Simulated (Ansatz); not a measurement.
# Mg/GaN/Hf: conductance for both polarities, part 3 of 6

Wanted: the change of resistance of Mg/GaN/Hf with the barrier's polarity. The lower electrode is Mg hcp(0001), the upper one Hf hcp(0001); the barrier is GaN wurtzite(0001) (whole bilayers). In the first transport cell, after relaxation, the nearest pair of electrode and barrier is Mg–N at 2.04 Å, along the normal, at the lower face and Hf–Ga at 2.99 Å, at a slant, at the upper one. All share a net of side 3.205 Å, which strains the lower electrode by +0.5 %, the upper one by +0.2 % and the barrier by -0.5 %, against typed lattice constants near PBE's. The first steps treat the bulk electrodes alone.

Ansatz 0.2.0; PBE DFT, plane waves, PAW files (the session's first sound run).

So far. Step 4 (Relaxing the interfaces, box 44.4 Å, polarity N face on …): The largest force component on a free atom ends at 0.030 eV/Å. At one or more of this run's solves the program warned of density in the dipole ramp over its bound, where dipole, forces and levels can be off.

## Step 5: Transmission over a wide range of energy, polarity N face on the lower electrode, gap between the electrodes 12.96 Å

This step: PBE DFT, plane waves, PAW files; ballistic transmission by layer matching between semi-infinite leads (Ansatz 0.2.0).

System of this step: Mg/GaN/Hf. The cell holds 30 atoms: 11 Mg, 4 N, 4 Ga and 11 Hf. Cell: a = 3.205 Å, b = 3.205 Å, c = 77.949 Å, α = 90.0°, β = 90.0°, γ = 120.0°. Regions: left electrode, 11 atoms (11 Mg); barrier, 8 atoms (4 N and 4 Ga); right electrode, 11 atoms (11 Hf). Vacuum lies along c.

The relaxed core is set between ideal electrode layers (this cell holds 8 atomic planes between the electrodes; where that differs from the relaxed slab, whole periods were copied in or cut out without a new relaxation), which the solver continues as semi-infinite leads. A wide energy window on a coarse mesh (12×12) shows where the Fermi level lies against the barrier's bands; the projected density of states shows how far the metals' states reach in.

input.yaml

```yaml
crystal:
  lattice:
    - [3.205, 0.0, 0.0]
    - [-1.6025, 2.7756114191, 0.0]
    - [0.0, 0.0, 77.948687675]
  atoms:
    - { symbol: Mg, position: [0.0, 0.0, 0.0898026665] }
    - { symbol: Mg, position: [0.33333333, 0.66666667, 0.1229001206] }
    - { symbol: Mg, position: [0.0, 0.0, 0.1559975748] }
    - { symbol: Mg, position: [0.33333333, 0.66666667, 0.189095029] }
    - { symbol: Mg, position: [0.0, 0.0, 0.2221924832] }
    - { symbol: Mg, position: [0.33333333, 0.66666667, 0.2552899374] }
    - { symbol: Mg, position: [0.0, 0.0, 0.2883873915] }
    - { symbol: Mg, position: [0.33333333, 0.66666667, 0.3214848457] }
    - { symbol: Mg, position: [0.0, 0.0, 0.3545822999] }
    - { symbol: Mg, position: [0.33333333, 0.66666667, 0.3876797541] }
    - { symbol: Mg, position: [0.0, 0.0, 0.4194034572] }
    - { symbol: "N", position: [0.0, 0.0, 0.4455208471] }
    - { symbol: Ga, position: [0.33333333, 0.66666667, 0.4537149578] }
    - { symbol: "N", position: [0.33333333, 0.66666667, 0.4792718911] }
    - { symbol: Ga, position: [0.0, 0.0, 0.4873934152] }
    - { symbol: "N", position: [0.0, 0.0, 0.5129367971] }
    - { symbol: Ga, position: [0.33333333, 0.66666667, 0.5210908407] }
    - { symbol: "N", position: [0.33333333, 0.66666667, 0.5465906259] }
    - { symbol: Ga, position: [0.0, 0.0, 0.5555241377] }
    - { symbol: Hf, position: [0.33333333, 0.66666667, 0.5856307228] }
    - { symbol: Hf, position: [0.0, 0.0, 0.617326658] }
    - { symbol: Hf, position: [0.33333333, 0.66666667, 0.6498678442] }
    - { symbol: Hf, position: [0.0, 0.0, 0.6824090304] }
    - { symbol: Hf, position: [0.33333333, 0.66666667, 0.7149502165] }
    - { symbol: Hf, position: [0.0, 0.0, 0.7474914027] }
    - { symbol: Hf, position: [0.33333333, 0.66666667, 0.7800325889] }
    - { symbol: Hf, position: [0.0, 0.0, 0.812573775] }
    - { symbol: Hf, position: [0.33333333, 0.66666667, 0.8451149612] }
    - { symbol: Hf, position: [0.0, 0.0, 0.8776561474] }
    - { symbol: Hf, position: [0.33333333, 0.66666667, 0.9101973335] }
kpoints:
  mp_grid: { grid: [12, 12, 1] }
scf:
  occupations: { method: fermi_dirac, width: 0.1 }
  max_iter: 150
hamiltonian:
  xc: pbe
output:
  transmission:
    kmesh: [12, 12]
    e_range: [-4, 2]
    de: 0.1
    leads: [[4, 6], [24, 26]]
  dos: { projected: true, e_range: [-6, 5], de: 0.05 }
  write_potential: true
  write_density: true
  volumetric_format: npy
  elf: true
```

Started as:

```bash
> ansatz run input.yaml --threads 4 --pin off --max-ram 10240MiB --backend cpu --events-out ev --progress --plain --runs-dir out
```

Numbers of over 12 decimals in the logs are rounded to 6 here.

Log:

```text
[...]
Crystal: 30 atoms, lattice volume = 693.419 Å³
Basis set: ecut = 420 eV, 13737 PW (Γ)
Bands: 281, of which v1, the nominal top of the filled ones, is band 234 counted from 1 (233 counted from 0)
Symmetry: 6 space group operations
[...]
k-points: 19 of 144 (time reversal used)
[...]
SCF iter   1: F=—  HF=-210769.204540 eV  |F-HF|=—  |Δ(HF+E_count)|=         —  Δρ=1.49e-2  dr2=1.66e3  ethr=1.77e-3  ⟨swp⟩=6.2  Hψ=21762  notcnv=0  defer=126
[...]
SCF iter  11: F=-210766.996996 eV  HF=-210766.996996 eV  |F-HF|=1.13e-8  |Δ(HF+E_count)|=   2.71e-8  Δρ=8.66e-7  dr2=2.26e-8  ethr=2.14e-11  ⟨swp⟩=3.4  Hψ=11227  notcnv=0
SCF 1 converged in 11 iterations: F = -210766.996996 eV  dr2 = 2.26e-8
[...]
transmission: 132 of 1311 steps passed
transmission: 264 of 1311 steps passed
[...]
transmission: 1311 of 1311 steps passed
WARN: The output density's exchange-correlation potential varies sharply where the density is thin. Do not read a vacuum level from v_tot or v_xc, or from such a field of the output density. On a cell that repeats whose density bears no net charge and no dipole along the vacuum's axis use v_es (v_loc + v_h of the components); under efield.dipole_correction with no amplitude use v_es + v_field, which holds any externa [...]
SCF converged after 11 iterations
Free energy (F): -210766.996996 eV
[...]
Internal energy: -210766.456220 eV  (E = F + TS)
E sigma→0 (E₀):  -210766.726608 eV
Entropy (-TS):   -0.540775 eV (-18.026 meV/atom)
Fermi energy:    9.915416 eV
[...]
--- Band table (eV; the first three rows and the last of 19) ---
  k-point 0: bands = [... 230 lower, 10.2838, 10.4284, 10.4784, 10.7133, 10.9079, 10.9079, 10.9136, 10.9136, ... 43 higher]
  k-point 1: bands = [... 230 lower, 10.2278, 10.3022, 10.3466, 10.6109, 10.6269, 10.6604, 10.6864, 10.7378, ... 43 higher]
  k-point 2: bands = [... 230 lower, 9.8112, 9.9473, 10.0104, 10.0276, 10.1969, 10.2477, 10.4994, 10.6140, ... 43 higher]
  k-point 18: bands = [... 230 lower, 9.6475, 9.6623, 9.7493, 9.7724, 9.8258, 9.8281, 9.9063, 9.9147, ... 43 higher]
--- Transmission ---
  basis      : 85 plane waves across, 69 finite elements along
  points     : 19, standing for a mesh of 12 x 12
  energies   : 61 from -4.000000 to 2.000000 eV about the Fermi level, 0.100000 eV apart; the leads are filled to 0.000000 eV, and channels, transmission and decay are at 0.000000 eV
  crystal 0  : Mg2, at the sites [4, 6], period 5.1598 Å, over 25.80 Å; its Hamiltonian steps by up to 25.7 meV: too much for a lead, lay more layers or, if its atoms are ordered, name the step of that order
    offset         : up to 0.0000 Å between an atom of the period and one for which it stands
    channels       : 7.986111e-1 a spin
    conductance    : none, the energies end too early or step too widely for 300 K: set another output.transmission.e_range or a lower de, or, where they end at an eighth of basis.ecutwfc, a higher one
    slowest decay  : 0.0033 /Å at (0.2500, 0.0833)
  crystal 1  : Hf2, at the sites [24, 26], period 5.0731 Å, over 25.37 Å; its Hamiltonian steps by up to 14.6 meV
[...]
channels       : 7.083333e-1 a spin
[...]
slowest decay  : 0.1026 /Å at (0.1667, 0.0833)
  junction   : crystal 0 to crystal 1, 19.31 to 55.16 Å
    transmission   : 1.772470e-2 a spin
[...]
```

It took 5.9 min on 4 threads of Arm Neoverse V2, shared host; peak memory 6.2 GiB.

This step gave:

| Item | Value |
| --- | --- |
| free energy | -210766.9970 eV |
| Fermi energy | 9.915 eV |
| level to which the leads are filled | 0 eV from the Fermi level |
| transmission at the Fermi level (a spin, zone mean) | 0.01772 |
| channels of the lower lead | 0.7986 |
| channels of the upper lead | 0.7083 |
| potential step in the lower lead | 25.7 meV |
| potential step in the upper lead | 14.6 meV |

One spin. Table of transmission, zone mean by energy, zero at the Fermi level:

energy (eV), log10 transmission, zone mean and a bar from the least value:
```
    -4.00       -0.5 ############################
    -3.80       -0.5 ############################
    -3.60       -0.5 ############################
    -3.40       -0.5 ############################
    -3.20       -0.4 #############################
    -3.00       -0.4 #############################
    -2.80       -0.3 ##############################
    -2.60       -0.3 ##############################
    -2.30       -0.8 #########################
    -2.10       -1.1 #####################
    -1.90       -1.6 ################
    -1.70       -2.4 #######
    -1.50       -1.8 ##############
    -1.30       -2.1 ###########
    -1.10       -2.4 ########
    -0.90       -2.6 ######
    -0.70       -3.1 
    -0.50       -2.6 #####
    -0.30       -2.2 #########
    -0.10       -1.5 #################
     0.00       -1.8 ##############
     0.10       -2.0 ############
     0.30       -2.4 ########
     0.60       -2.5 ######
     0.80       -2.5 ######
     1.00       -2.3 ########
     1.20       -2.2 #########
     1.40       -2.1 ##########
     1.60       -2.3 #########
     1.80       -2.3 ########
     2.00       -2.8 ###
```

One spin. The open channels, zone mean by energy, zero at the Fermi level:

```csv
energy (eV),lower lead,upper lead
-4.00,0.590,0.590
-3.70,0.590,0.632
-3.40,0.632,0.792
-3.10,0.757,0.812
-2.90,0.757,0.812
-2.60,0.840,0.75
-2.30,0.840,0.583
-2.00,0.965,0.535
-1.70,1.05,0.368
-1.40,1,0.882
-1.10,1.01,1.52
-0.90,1.01,1.60
-0.60,0.799,0.875
-0.30,0.840,0.5
0.00,0.799,0.708
0.30,0.896,1.12
0.60,1.23,1.47
0.90,1.27,1.42
1.10,1.23,1.03
1.40,1.27,0.812
1.70,1.34,1.24
2.00,1.34,0.979
```

Transmission over k1 and k2. At 0.0000 eV from the Fermi level; zeros and values more than six decades under the largest are shown at that floor.

log10 of the mean of each cell; the least values stand at a floor. Values, 12 rows by 12 columns:
```
-6.5 -6.5 -6.5 -6.5 -6.5 -6.5 -6.5 -6.5 -3.5 -6.5 -6.5 -3.5
-6.5 -6.5 -6.5 -6.5 -6.5 -6.5 -6.5 -6.5 -6.5 -6.5 -3.8 -6.5
-3.4 -6.5 -6.5 -6.5 -6.5 -6.5 -6.5 -6.5 -6.5 -3.4 -6.5 -6.5
-6.5 -6.5 -6.5 -6.5 -2.0 -1.5 -2.0 -6.5 -6.5 -6.5 -6.5 -3.5
-6.5 -6.5 -6.5 -6.5 -1.5 -0.5 -0.5 -1.5 -6.5 -6.5 -6.5 -6.5
-6.5 -6.5 -6.5 -6.5 -2.0 -0.5 -0.7 -0.5 -2.0 -6.5 -6.5 -6.5
-6.5 -6.5 -6.5 -6.5 -6.5 -1.5 -0.5 -0.5 -1.5 -6.5 -6.5 -6.5
-6.5 -3.5 -6.5 -6.5 -6.5 -6.5 -2.0 -1.5 -2.0 -6.5 -6.5 -6.5
-3.4 -6.5 -6.5 -3.4 -6.5 -6.5 -6.5 -6.5 -6.5 -6.5 -6.5 -6.5
-6.5 -6.5 -3.8 -6.5 -6.5 -6.5 -6.5 -6.5 -6.5 -6.5 -6.5 -6.5
-6.5 -3.5 -6.5 -6.5 -3.5 -6.5 -6.5 -6.5 -6.5 -6.5 -6.5 -6.5
-6.5 -6.5 -6.5 -3.4 -6.5 -6.5 -6.5 -6.5 -6.5 -3.4 -6.5 -6.5
```
Columns: k1 (b1) from -0.5 to 0.417; rows upwards: k2 (b2) from -0.5 to 0.417.

Open channels of the lower lead over k1 and k2. At 0.0000 eV from the Fermi level.

Values, 12 rows by 12 columns:
```
2.00 0.00 1.00 1.00 1.00 1.00 0.00 2.00 2.00 0.00 0.00 2.00
0.00 1.00 1.00 0.00 0.00 0.00 1.00 1.00 0.00 0.00 3.00 0.00
1.00 1.00 0.00 0.00 1.00 1.00 0.00 0.00 1.00 1.00 0.00 0.00
0.00 1.00 0.00 1.00 1.00 1.00 1.00 1.00 0.00 1.00 0.00 2.00
2.00 1.00 0.00 1.00 1.00 1.00 1.00 1.00 1.00 0.00 1.00 2.00
2.00 0.00 1.00 0.00 1.00 1.00 1.00 1.00 1.00 0.00 1.00 0.00
2.00 2.00 1.00 0.00 1.00 1.00 1.00 1.00 1.00 1.00 0.00 1.00
0.00 2.00 0.00 1.00 0.00 1.00 1.00 1.00 1.00 1.00 0.00 1.00
1.00 0.00 0.00 1.00 1.00 0.00 0.00 1.00 1.00 0.00 0.00 1.00
0.00 0.00 3.00 0.00 0.00 1.00 1.00 0.00 0.00 0.00 1.00 1.00
2.00 2.00 0.00 0.00 2.00 2.00 0.00 1.00 1.00 1.00 1.00 0.00
2.00 2.00 0.00 1.00 0.00 2.00 2.00 2.00 0.00 1.00 0.00 2.00
```
Columns: k1 (b1) from -0.5 to 0.417; rows upwards: k2 (b2) from -0.5 to 0.417.

Open channels of the upper lead over k1 and k2. At 0.0000 eV from the Fermi level.

Ten even steps from '0' (0.00) to '9' (2.00):
```
000000009999
900000009999
900000000999
900055500099
000059950000
000059995000
000005995000
999000555000
999900000000
999990000000
099990000000
009990009990
```
Columns: k1 (b1) from -0.5 to 0.417; rows upwards: k2 (b2) from -0.5 to 0.417.

Projected DOS an atom over height of the atomic layer and energy from the Fermi level. Layers: Mg Mg Mg Mg Mg Mg Mg Mg Mg Mg Mg N Ga N Ga N Ga N Ga Hf Hf Hf Hf Hf Hf Hf Hf Hf Hf Hf; projections on atoms miss part of the total, and the computed bands can run out at the top of the range; a column is the mean of 2 neighbouring layers, the last of those left over.

Ten even steps from '_' (0.01 states/eV) to '@' (1.57 states/eV), each cell a mean:
```
____________::::..==++++++++++
____________::::..--==========
____________..::..----==----++
__________________----------**
__________________----======++
________________..==++======##
__________________::########**
__________________--%%@@@@@@%%
..________________++@@@@@@@@@@
______..__________::**######%%
__________________--==----==%%
..________..______++@@@@%%@@%%
..........::..__..==########%%
..........====::::--==++====--
..........++++==----++++++++++
..........====++==::==========
..........----==--::========--
..........::------..::------::
..........::::::::............
............::::::............
..................____________
__................____________
```
Columns: height of the atomic layer (Å) from 8.29 to 69.7 (not evenly spaced); rows upwards: energy from the Fermi level (eV) from -6 to 5.

ELF in the ca plane at fractional y = 0.000, with atoms of Mg and N and Ga and Hf within 0.2 Å of it. It is the smooth field of the valence electrons, not physical close to the nuclei.

Ten even steps from '0' (0.03) to '9' (0.83), each cell a mean:
```
01200015975973001100036865675269997247777742
01221124799852012221236522234226863134322331
14553211355321135542233212112321211331121123
35776300011221246763111123312453224421232124
25675210122221146753222123212432123431232124
13432212577631124432235311123213431232111232
01210124888972001210136643454248985235545541
01201015942873001101026876785279997347888842
```
Columns run along c (16.0 Å, from fractional 0.47 to 0.67 of the cell), rows up along a (3.2 Å). Atoms in or near the plane, at fractional coordinates: Ga at (0.49, 0.00), N at (0.51, 0.00), Ga at (0.56, 0.00), Hf at (0.62, 0.00).

Electrostatic potential energy in the ca plane at fractional y = 0.000, with atoms of Mg and N and Ga and Hf within 0.2 Å of it. With pseudopotentials it is smooth inside the atoms' cores, unlike the true potential.

Values in eV, 5 rows by 16 columns, each cell a mean:
```
-29  -7  11  11   9 -27  -8 -16  -3  11  -5  -9  -6 -14  12   1
  5   8   9   7  10   6   8  10   6  11   7   5  11   6  10  10
 10  11   8   4  10  10  11  10   2  10  11  11  11   3   8  11
 -1   6  10   8  10   0   6   7   7  11   4   0   9   5  11   8
-39 -12  11  11   8 -37 -14 -26  -9  11  -7 -11 -13 -24  12  -1
```
Columns run along c (16.0 Å, from fractional 0.35 to 0.55 of the cell; values clipped at the 3rd and 97th percentile), rows up along a (3.2 Å). Atoms in or near the plane, at fractional coordinates: Mg at (0.35, 0.00), Mg at (0.42, 0.00), N at (0.45, 0.00), Ga at (0.49, 0.00), N at (0.51, 0.00).

Valence density in the ca plane at fractional y = 0.000, with atoms of Mg and N and Ga and Hf within 0.2 Å of it. It is the smooth field of the valence electrons, not physical close to the nuclei.

Values in e/Å³, 5 rows by 16 columns, each cell a mean:
```
 0  8  1  2  1  0  4  5  0  0  0 10  5  0  0  0
 0  0  0  0  0  0  0  0  0  0  0  1  0  0  0  0
 0  0  0  0  0  0  0  0  0  1  0  0  0  0  1  0
 0  1  0  1  0  0  1  0  0  0  0  2  1  0  0  0
 0 15  2  3  1  0  7  9  0  0  0 15  7  0  0  0
```
Columns run along c (16.0 Å, from fractional 0.47 to 0.67 of the cell), rows up along a (3.2 Å). Atoms in or near the plane, at fractional coordinates: Ga at (0.49, 0.00), N at (0.51, 0.00), Ga at (0.56, 0.00), Hf at (0.62, 0.00).

At the Fermi level the transmission is 0.018, as a zone mean for one spin on this coarse mesh. At the Fermi level the layers of this cell's barrier hold from 0.0080 to 0.15 states an eV and atom. In the worse lead the potential repeats within 25.7 meV, which the program flags as too much for a lead, so G carries that doubt.

[end of part 3 of 6]

[Logs are printed without paths, hosts, clocks, repeated set-up lines and the standing remarks that a program may print on its own settings, such as how far it seeks lower states.]

[Hosts, paths, dates, database ids (printed as entryN), source tags and the programs' standing remarks are cut or masked in the printed files.]
